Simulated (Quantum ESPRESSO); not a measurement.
Input of a Quantum ESPRESSO 7.5 run:

Contents of pw.in:

```
&CONTROL
  calculation = 'scf'
  prefix = 'pwscf'
  outdir = './tmp'
  pseudo_dir = './pseudo'
  tprnfor = .true.
  tstress = .true.
  disk_io = 'nowf'
/
&SYSTEM
  ibrav = 0
  nat = 6
  ntyp = 2
  ecutwfc = 55
  ecutrho = 440
  nbnd = 41
  input_dft = 'pz'
  occupations = 'smearing'
  smearing = 'fd'
  degauss = 0.00367493
/
&ELECTRONS
  conv_thr = 1.2d-09
  electron_maxstep = 120
  mixing_beta = 0.3
/
ATOMIC_SPECIES
Cu    63.5460 Cu.paw.z_11.ld1.psl.v1.0.0-low.upf
O     15.9990 O.pbe-n-kjpaw_psl.0.1.UPF
CELL_PARAMETERS bohr
   8.0502332909    0.0000000000    0.0000000000
   0.0000000000    8.0502332909    0.0000000000
   0.0000000000    0.0000000000    8.0502332909
ATOMIC_POSITIONS bohr
Cu     6.0376749682    2.0125583227    6.0376749682
Cu     6.0376749682    6.0376749682    2.0125583227
Cu     2.0125583227    6.0376749682    6.0376749682
Cu     2.0125583227    2.0125583227    2.0125583227
O      4.0251166455    4.0251166455    4.0251166455
O      0.0000000000    0.0000000000    0.0000000000
K_POINTS automatic
6 6 6 0 0 0
HUBBARD {ortho-atomic}
U Cu-3d 6.0
```

Potentials or basis: SSSP 1.3 efficiency PBE.

Run with:

```bash
$ OMP_NUM_THREADS=1 pw.x -in pw.in > pw.out
```

**Question.** Predict the pressure.

**Answer.** -2.6 GPa.

**Question.** What does it give for the band gap on the k mesh?

**Answer.** 0.93 eV, direct.

Eigenvalues of the final occupation matrices:
```
   site  spin  trace               eigenvalues
Cu 1 3d  each   4.84  0.88 0.99 0.99 0.99 0.99
Cu 2 3d  each   4.84  0.88 0.99 0.99 0.99 0.99
Cu 3 3d  each   4.84  0.88 0.99 0.99 0.99 0.99
Cu 4 3d  each   4.84  0.88 0.99 0.99 0.99 0.99
```

Caveat: the potentials were made for another functional, which shifts forces and pressure.

**Measured values to compare with.**

From “Importance of surface oxygen vacancies for ultrafast hot carrier relaxation and transport in Cu2O”, 2021, arxiv:2103.03167, for a bulk crystal of Cu2O: band gap 2.17 eV (direct).

Against the measured gap of Cu2O, 2.17 eV (direct; quoted in “Importance of surface oxygen vacancies for ultrafast hot carrier relaxation and transport in Cu2O”, 2021, arxiv:2103.03167), the calculated 0.93 eV is off by -1.24 eV. So large a miss can be the level of theory's own, or it may mean another phase, state or a wrong row. The value is that of LDA+U on a finite k mesh, which can miss the band edges, without temperature or zero-point motion.
